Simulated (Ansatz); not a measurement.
# WC (Qusongite): relaxation of cell and atoms with PBE

WC (Qusongite):

```xyz
2
Lattice="2.9065 0.0000 0.0000 -1.4532 2.5171 0.0000 0.0000 0.0000 2.8366" Properties=species:S:1:pos:R:3 pbc="T T T"
W     0.0000    0.0000    0.0000
C     1.4533    0.8390    1.4183
```

```json
{
 "Program": "Ansatz 0.2.0",
 "Task": "relaxation of cell and atoms",
 "Functional": "PBE",
 "Potentials or basis": "Ansatz PAW",
 "Cutoff": "420 eV (not typed: the program's choice for these potentials)",
 "k mesh": "10 × 10 × 9",
 "Occupations": "fermi-dirac, width 0.05 eV",
 "Spin": "no spin polarisation",
 "Target pressure": "2 GPa",
 "Target pressure (GPa)": "2"
}
```

```
Relaxed volume                                         : 10.47 Å³/atom
Relaxed cell                                           : a = 2.917 Å, b = 2.917 Å, c = 2.842 Å, α = 90.00°, β = 90.00°, γ = 120.00°
Space group after relaxing (to 0.05 Å)                 : P-6m2 (No. 187)
Energy change on relaxing (the enthalpy is what falls) : -2.3 meV/atom
Ionic steps                                            : 4
Pressure after relaxing                                : 2.0 GPa
Band gap on the k mesh                                 : none (metal or under the smearing width)
```

Step by step:
```
step  energy change (eV)  largest force (eV/Å)  volume (Å³)
   1              0.0000                0.0000        20.75
   2             -0.0042                0.0000        20.94
   3             -0.0042                0.0000        20.94
   4             -0.0045                0.0000        20.94
```

Final structure:
```cif
data_structure
_symmetry_space_group_name_H-M 'P 1'
_symmetry_Int_Tables_number 1
_cell_length_a 2.9172
_cell_length_b 2.9172
_cell_length_c 2.8416
_cell_angle_alpha 90.000
_cell_angle_beta 90.000
_cell_angle_gamma 120.000
_cell_volume 20.94
loop_
_atom_site_label
_atom_site_type_symbol
_atom_site_fract_x
_atom_site_fract_y
_atom_site_fract_z
_atom_site_occupancy
W1 W 0.00000 0.00000 0.00000 1
C1 C 0.66667 0.33333 0.50000 1
```

Levels at points of the mesh, in eV from the Fermi level:
| k point | band 6 | band 7 | band 8 | band 9 | band 10 | band 11 | band 12 | band 13 |
| --- | --- | --- | --- | --- | --- | --- | --- | --- |
| (0.00, 0.00, 0.00) | -4.26 | -3.31 | -3.31 | 0.10 | 3.20 | 3.20 | 5.57 | 5.57 |
| (0.00, -0.50, 0.00) | -6.99 | -3.56 | -3.52 | -0.47 | 2.33 | 4.47 | 4.80 | 6.82 |

Wall time 4.9 s on 2 threads of Arm Neoverse V2 (shared host), peak memory 0.3 GiB.

Caveat: the plane-wave basis is chosen anew once the cell has moved, so the energies of steps on either side of that aren't comparable; the pressure holds a Pulay correction of +0.3 GPa for the finite cutoff. Zero-point motion and thermal expansion aren't in these numbers.
